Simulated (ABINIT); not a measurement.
# WS2 (Tungstenite) (P6_3/mmc) in ABINIT: settings compared

The runs below take WS2 (Tungstenite) through single point, with PBEsol, PBE.

All numbers are computed with ABINIT 10.8.3 (patched build); they aren't measurements. Logs are shortened: lines on timing, memory, paths and dates and some standing lists are left out, and cuts for length are marked. The log counts tension as positive stress, the text compression.

### Step 1. The crystal as given

It takes space group P6_3/mmc (No. 194, hexagonal). Conventional cell: a = 3.180 Å, b = 3.180 Å, c = 12.500 Å, α = 90.00°, β = 90.00°, γ = 120.00°. Around W (site symmetry -6m2) lie 6 S at 2.41 Å. S (site symmetry 3m) is surrounded by 3 W at 2.41 Å.

### Step 2. Single point, PBEsol

Contents of run.abi:

```
# Pseudopotentials
pp_dirpath "./"
pseudos "W.GGA_PBE-JTH.xml, S.GGA_PBE-JTH.xml"

# Structure
acell 6.0093290763 6.0093290763 23.6215765578
rprim
     1.0000000000     0.0000000000     0.0000000000
    -0.5000000000     0.8660254038     0.0000000000
     0.0000000000     0.0000000000     1.0000000000
ntypat 2
znucl 74 16
natom 6
typat 1 1 2 2 2 2
xred
     0.6666666667     0.3333333333     0.7500000000
     0.3333333333     0.6666666667     0.2500000000
     0.6666666667     0.3333333333     0.3750000000
     0.3333333333     0.6666666667     0.8750000000
     0.6666666667     0.3333333333     0.1250000000
     0.3333333333     0.6666666667     0.6250000000

# Plane-wave basis
ecut 544.227725 eV
pawecutdg 40.0

# k points
kptopt 1
ngkpt 6 6 2
nshiftk 1
shiftk 0.0 0.0 0.0

# Exchange and correlation
ixc -116133

# Bands and occupations
nband 32
occopt 3
tsmear 0.05 eV

# SCF cycle
nstep 100
tolvrs 1.0e-9

# Output
iomode 3
prtwf 0
prtden 0
prteig 0
prtebands 0
```

Potentials or basis: JTH PAW PBE v2.0.

Command:

```console
$ abinit run.abi > log 2>&1
```

run.abo:

```text
.Version 10.8.3 of ABINIT
 Symmetries : space group P6_3/m m c (#194); Bravais hP (primitive hexag.)
================================================================================
 Values of the parameters that define the memory need of the present run
     intxc =       0    ionmov =       0      iscf =      17    lmnmax =      18
     lnmax =       6     mgfft =      96  mpssoang =       3    mqgrid =    6726
     natom =       6  nloc_mem =       2    nspden =       1   nspinor =       1
    nsppol =       1      nsym =      24    n1xccc =       1    ntypat =       2
    occopt =       3   xclevel =       2
       mpw =        3198          nfft =       69984          nkpt =          14
 PAW method is used; the additional fine FFT grid is defined by:
   mgfftf=       144    nfftf =    186624
================================================================================
================================================================================

--------------------------------------------------------------------------------
------------- Echo of variables that govern the present computation ------------
--------------------------------------------------------------------------------
 -outvars: echo values of preprocessed input variables --------
            acell      6.0093290763E+00  6.0093290763E+00  2.3621576558E+01 Bohr
              amu      1.83850000E+02  3.20660000E+01
             ecut      2.00000000E+01 Hartree
              ixc     -116133
         kptrlatt        6    0    0      0    6    0      0    0    2
          kptrlen      3.60559745E+01
            natom           6
            nband          32
            ngfft          27      27      96
          ngfftdg          36      36     144
             nkpt          14
            nstep         100
             nsym          24
           ntypat           2
           occopt           3
        pawecutdg      4.00000000E+01 Hartree
         pawxcdev           0
           prtden           0
        prtebands           0
           prteig           0
            prtwf           0
            rprim      1.0000000000E+00  0.0000000000E+00  0.0000000000E+00
                      -5.0000000000E-01  8.6602540380E-01  0.0000000000E+00
                       0.0000000000E+00  0.0000000000E+00  1.0000000000E+00
          spgroup         194
           tolvrs      1.00000000E-09
           tsmear      1.83746611E-03 Hartree
            typat      1  1  2  2  2  2
           useylm           1
           xangst      1.5899999989E+00  9.1798692740E-01  9.3749999936E+00
                      -1.9674838715E-16  1.8359738548E+00  3.1249999979E+00
                       1.5899999989E+00  9.1798692740E-01  4.6874999968E+00
                      -1.9674838715E-16  1.8359738548E+00  1.0937499993E+01
                       1.5899999989E+00  9.1798692740E-01  1.5624999989E+00
                      -1.9674838715E-16  1.8359738548E+00  7.8124999947E+00
            xcart      3.0046645381E+00  1.7347438800E+00  1.7716182418E+01
                      -3.7180056743E-16  3.4694877599E+00  5.9053941395E+00
                       3.0046645381E+00  1.7347438800E+00  8.8580912092E+00
                      -3.7180056743E-16  3.4694877599E+00  2.0668879488E+01
                       3.0046645381E+00  1.7347438800E+00  2.9526970697E+00
                      -3.7180056743E-16  3.4694877599E+00  1.4763485349E+01
             xred      6.6666666667E-01  3.3333333333E-01  7.5000000000E-01
                       3.3333333333E-01  6.6666666667E-01  2.5000000000E-01
                       6.6666666667E-01  3.3333333333E-01  3.7500000000E-01
                       3.3333333333E-01  6.6666666667E-01  8.7500000000E-01
                       6.6666666667E-01  3.3333333333E-01  1.2500000000E-01
                       3.3333333333E-01  6.6666666667E-01  6.2500000000E-01
            znucl       74.00000   16.00000

================================================================================

 chkinp: Checking input parameters for consistency.

================================================================================
== DATASET  1 ==================================================================

--- !DatasetInfo
iteration_state: {dtset: 1, }
dimensions: {natom: 6, nkpt: 14, mband: 32, nsppol: 1, nspinor: 1, nspden: 1, mpw: 3198, }
cutoff_energies: {ecut:  20.0, pawecutdg:  40.0, }
electrons: {nelect:   5.20000000E+01, charge:   0.00000000E+00, occopt:   3.00000000E+00, tsmear:   1.83746611E-03, }
meta: {optdriver: 0, ionmov: 0, optcell: 0, iscf: 17, paral_kgb: 0, }
...

[... 119 lines left out ...]
       0.666666666667      0.333333333333      0.750000000000
       0.333333333333      0.666666666667      0.250000000000
       0.666666666667      0.333333333333      0.375000000000
       0.333333333333      0.666666666667      0.875000000000
       0.666666666667      0.333333333333      0.125000000000
       0.333333333333      0.666666666667      0.625000000000
 rms dE/dt=  2.3875E-02; max dE/dt=  5.0646E-02; dE/dt below (all hartree)
    1      -0.000000000000      0.000000000000      0.000000000000
    2       0.000000000000     -0.000000000000      0.000000000000
    3      -0.000000000000      0.000000000000      0.050646024269
    4      -0.000000000000     -0.000000000000      0.050646024269
    5       0.000000000000      0.000000000000     -0.050646024269
    6       0.000000000000      0.000000000000     -0.050646024269

 cartesian coordinates (angstrom) at end:
    1      1.58999999891869     0.91798692740371     9.37499999363111
    2     -0.00000000000000     1.83597385480741     3.12499999787704
    3      1.58999999891869     0.91798692740371     4.68749999681556
    4     -0.00000000000000     1.83597385480741    10.93749999256963
    5      1.58999999891869     0.91798692740371     1.56249999893852
    6     -0.00000000000000     1.83597385480741     7.81249999469259

 cartesian forces (hartree/bohr) at end:
    1      0.00000000000000    -0.00000000000000    -0.00000000000000
    2     -0.00000000000000     0.00000000000000    -0.00000000000000
    3      0.00000000000000     0.00000000000000    -0.00214405774928
    4      0.00000000000000     0.00000000000000    -0.00214405774928
    5     -0.00000000000000    -0.00000000000000     0.00214405774928
    6     -0.00000000000000    -0.00000000000000     0.00214405774928
 frms,max,avg= 1.0107185E-03 2.1440577E-03   0.000E+00  0.000E+00  0.000E+00 h/b

 cartesian forces (eV/Angstrom) at end:
    1      0.00000000000000    -0.00000000000000    -0.00000000000000
    2     -0.00000000000000     0.00000000000000    -0.00000000000000
    3      0.00000000000000     0.00000000000000    -0.11025188233135
    4      0.00000000000000     0.00000000000000    -0.11025188233135
    5     -0.00000000000000    -0.00000000000000     0.11025188233135
    6     -0.00000000000000    -0.00000000000000     0.11025188233135
 frms,max,avg= 5.1973236E-02 1.1025188E-01   0.000E+00  0.000E+00  0.000E+00 e/A
 length scales=  6.009329076300  6.009329076300 23.621576557800 bohr
              =  3.179999997837  3.179999997837 12.499999991508 angstroms
 Fermi (or HOMO) energy (hartree) =   0.27601   Average Vxc (hartree)=  -0.40433
 Eigenvalues (hartree) for nkpt=  14  k points:
 kpt#   1, nband= 32, wtk=  0.01389, kpt=  0.0000  0.0000  0.0000 (reduced coord)
  -2.48333   -2.48333   -1.16903   -1.16903   -1.16317   -1.16317   -1.16317   -1.16317
  -0.31138   -0.30450   -0.25302   -0.23965   -0.01659    0.01773    0.12378    0.12978
   0.12978    0.13019    0.13019    0.17531    0.17531    0.17689    0.17689    0.20273
   0.21790    0.25920    0.34188    0.34199    0.34215    0.34402    0.34636    0.34955
      occupation numbers for kpt#   1
   2.00000    2.00000    2.00000    2.00000    2.00000    2.00000    2.00000    2.00000
   2.00000    2.00000    2.00000    2.00000    2.00000    2.00000    2.00000    2.00000
   2.00000    2.00000    2.00000    2.00000    2.00000    2.00000    2.00000    2.00000
   2.00000    1.99979    0.00000    0.00000    0.00000    0.00000    0.00000    0.00000
 prteigrs : prtvol=0 or 1, do not print more k-points.

--- !EnergyTerms
iteration_state     : {dtset: 1, }
comment             : Components of total free energy in Hartree
kinetic             :  3.15596229745002E+01
hartree             :  5.77558623017438E+01
xc                  : -2.99116123750131E+01
Ewald energy        : -1.17148133766884E+02
psp_core            :  7.53768532113482E+00
local_psp           : -1.44290788981237E+02
PAW spherical_terms :  1.48902720148984E+01
internal            : -1.79607092510857E+02
'-kT*entropy'       : -1.21583544591214E-07
total_energy        : -1.79607092632441E+02
total_energy_eV     : -4.88735797013903E+03
...

--- !EnergyTermsDC
iteration_state     : {dtset: 1, }
comment             : '"Double-counting" decomposition of free energy'
band_energy         : -2.25992180444137E+01
Ewald energy        : -1.17148133766884E+02
psp_core            :  7.53768532113482E+00
xc_dc               : -6.39160369962947E+01
PAW spherical_terms :  1.65186066307063E+01
internal            : -1.79607096855751E+02
'-kT*entropy'       : -1.21583544591214E-07
total_energy_dc     : -1.79607096977334E+02
total_energy_dc_eV  : -4.88735808836961E+03
...

--- !EnergyTermsWithPAWCore
iteration_state     : {dtset: 1, }
comment             : 'Components of total free energy, including PAW core contributions'
Total energy        : -3.38709787973755E+04
Total energy DC     : -3.38709788017204E+04
Total energy (eV)   : -9.21676286584819E+05
Total energy DC (eV): -9.21676286703049E+05
...

 Cartesian components of stress tensor (hartree/bohr^3)
  sigma(1 1)=  1.11743287E-04  sigma(3 2)=  0.00000000E+00
  sigma(2 2)=  1.11743287E-04  sigma(3 1)=  0.00000000E+00
  sigma(3 3)=  3.08636269E-05  sigma(2 1)=  0.00000000E+00

-Cartesian components of stress tensor (GPa)         [Pressure= -2.4944E+00 GPa]
- sigma(1 1)=  3.28760101E+00  sigma(3 2)=  0.00000000E+00
- sigma(2 2)=  3.28760099E+00  sigma(3 1)=  0.00000000E+00
- sigma(3 3)=  9.08039255E-01  sigma(2 1)=  0.00000000E+00

== END DATASET(S) ==============================================================
================================================================================

 -outvars: echo values of variables after computation  --------
            acell      6.0093290763E+00  6.0093290763E+00  2.3621576558E+01 Bohr
           etotal     -1.7960709698E+02
            fcart      3.8833384400E-28 -3.9666976426E-28 -6.6791554179E-32
                      -3.2859017569E-28  4.3116278724E-28 -0.0000000000E+00
                       2.0910283908E-28  1.2072558043E-28 -2.1440577493E-03
                       1.1948733662E-28  2.7594418383E-28 -2.1440577493E-03
                      -3.2859017569E-28 -1.8971162639E-28  2.1440577493E-03
                      -5.9743668308E-29 -2.4145116086E-28  2.1440577493E-03
            rprim      1.0000000000E+00  0.0000000000E+00  0.0000000000E+00
                      -5.0000000000E-01  8.6602540380E-01  0.0000000000E+00
                       0.0000000000E+00  0.0000000000E+00  1.0000000000E+00
           strten      1.1174328693E-04  1.1174328656E-04  3.0863626947E-05
                       0.0000000000E+00  0.0000000000E+00  0.0000000000E+00
           xangst      1.5899999989E+00  9.1798692740E-01  9.3749999936E+00
                      -1.9674838715E-16  1.8359738548E+00  3.1249999979E+00
                       1.5899999989E+00  9.1798692740E-01  4.6874999968E+00
                      -1.9674838715E-16  1.8359738548E+00  1.0937499993E+01
                       1.5899999989E+00  9.1798692740E-01  1.5624999989E+00
                      -1.9674838715E-16  1.8359738548E+00  7.8124999947E+00
             xred      6.6666666667E-01  3.3333333333E-01  7.5000000000E-01
                       3.3333333333E-01  6.6666666667E-01  2.5000000000E-01
                       6.6666666667E-01  3.3333333333E-01  3.7500000000E-01
                       3.3333333333E-01  6.6666666667E-01  8.7500000000E-01
                       6.6666666667E-01  3.3333333333E-01  1.2500000000E-01
                       3.3333333333E-01  6.6666666667E-01  6.2500000000E-01
 Calculation completed.
```

It took 83 s on 1 thread of Arm Neoverse V1, shared host; peak memory 0.18 GiB.

What came out:

- Free energy: -4887.3581 eV
- Pressure: -2.5 GPa
- Largest force: 0.110 eV/Å
- Band gap on the k mesh: 1.01 eV, indirect (least direct gap 1.72 eV)
- Valence electrons inside the program's atomic spheres: W 11.75; S 3.61

Forces on the atoms (eV/Å):
```
W    0.000  0.000  0.000
W    0.000  0.000  0.000
S    0.000  0.000 -0.110
S    0.000  0.000 -0.110
S    0.000  0.000  0.110
S    0.000  0.000  0.110
```

Stress tensor (GPa, compression positive):
```
-3.29  0.00  0.00
 0.00 -3.29  0.00
 0.00  0.00 -0.91
```

Caveat: the PAW data sets were made with another functional, which shifts forces and pressure a little; spin-orbit coupling is left out, which moves the levels of the heavy elements; this functional lacks dispersion, which binds the layers, so the pressure and a relaxed spacing across them are unreliable.

### Step 3. Single point, PBE

run.abi: that of step 2 with these lines changed.

```diff
@@ -23,3 +23,3 @@
 # Plane-wave basis
-ecut 544.227725 eV
+ecut 20.0
 pawecutdg 40.0
@@ -33,3 +33,3 @@
 # Exchange and correlation
-ixc -116133
+ixc 11
 
@@ -50 +50,3 @@
 prtebands 0
+enunit 1
+prtvol 2
```

Potentials or basis: JTH PAW PBE v2.0.

Command:

```console
$ abinit run.abi > log 2>&1
```

run.abo:

```text
.Version 10.8.3 of ABINIT
 Symmetries : space group P6_3/m m c (#194); Bravais hP (primitive hexag.)
================================================================================
 Values of the parameters that define the memory need of the present run
     intxc =       0    ionmov =       0      iscf =      17    lmnmax =      18
     lnmax =       6     mgfft =      96  mpssoang =       3    mqgrid =    6726
     natom =       6  nloc_mem =       2    nspden =       1   nspinor =       1
    nsppol =       1      nsym =      24    n1xccc =       1    ntypat =       2
    occopt =       3   xclevel =       2
       mpw =        3198          nfft =       69984          nkpt =          14
 PAW method is used; the additional fine FFT grid is defined by:
   mgfftf=       144    nfftf =    186624
================================================================================
================================================================================

[... 441 lines left out ...]
                      -2.9871834154E-28 -3.4493022979E-29  2.9735352033E-03
                      -2.9871834154E-29  1.2072558043E-28 -2.9735352033E-03
                       2.8378242446E-28  1.4659534766E-28 -2.9735352033E-03
            rprim      1.0000000000E+00  0.0000000000E+00  0.0000000000E+00
                      -5.0000000000E-01  8.6602540380E-01  0.0000000000E+00
                       0.0000000000E+00  0.0000000000E+00  1.0000000000E+00
           strten     -5.8470798564E-05 -5.8470798929E-05 -1.1985968807E-04
                       0.0000000000E+00  0.0000000000E+00  0.0000000000E+00
           xangst      1.5899999989E+00  9.1798692740E-01  9.3749999936E+00
                      -1.9674838715E-16  1.8359738548E+00  3.1249999979E+00
                       1.5899999989E+00  9.1798692740E-01  4.6874999968E+00
                      -1.9674838715E-16  1.8359738548E+00  1.0937499993E+01
                       1.5899999989E+00  9.1798692740E-01  1.5624999989E+00
                      -1.9674838715E-16  1.8359738548E+00  7.8124999947E+00
             xred      6.6666666667E-01  3.3333333333E-01  7.5000000000E-01
                       3.3333333333E-01  6.6666666667E-01  2.5000000000E-01
                       6.6666666667E-01  3.3333333333E-01  3.7500000000E-01
                       3.3333333333E-01  6.6666666667E-01  8.7500000000E-01
                       6.6666666667E-01  3.3333333333E-01  1.2500000000E-01
                       3.3333333333E-01  6.6666666667E-01  6.2500000000E-01
 Calculation completed.
```

Wall time 69 s (1 thread of Arm Neoverse V1, shared host); peak memory 0.18 GiB.

What came out:

- Free energy: -4885.5167 eV
- Pressure: 2.3 GPa
- Largest force: 0.153 eV/Å
- Band gap on the k mesh: 1.05 eV, indirect (least direct gap 1.74 eV)
- Valence electrons inside the program's atomic spheres: W 11.73; S 3.63

Forces in eV/Å, atoms in the order of the input:
```
W    0.000  0.000  0.000
W    0.000  0.000  0.000
S    0.000  0.000  0.153
S    0.000  0.000  0.153
S    0.000  0.000 -0.153
S    0.000  0.000 -0.153
```

Caveat: spin-orbit coupling is left out, which moves the levels of the heavy elements; this functional lacks dispersion, which binds the layers, so the pressure and a relaxed spacing across them are unreliable. Expect the measured gap to be larger: semilocal functionals such as PBE lack the derivative discontinuity.
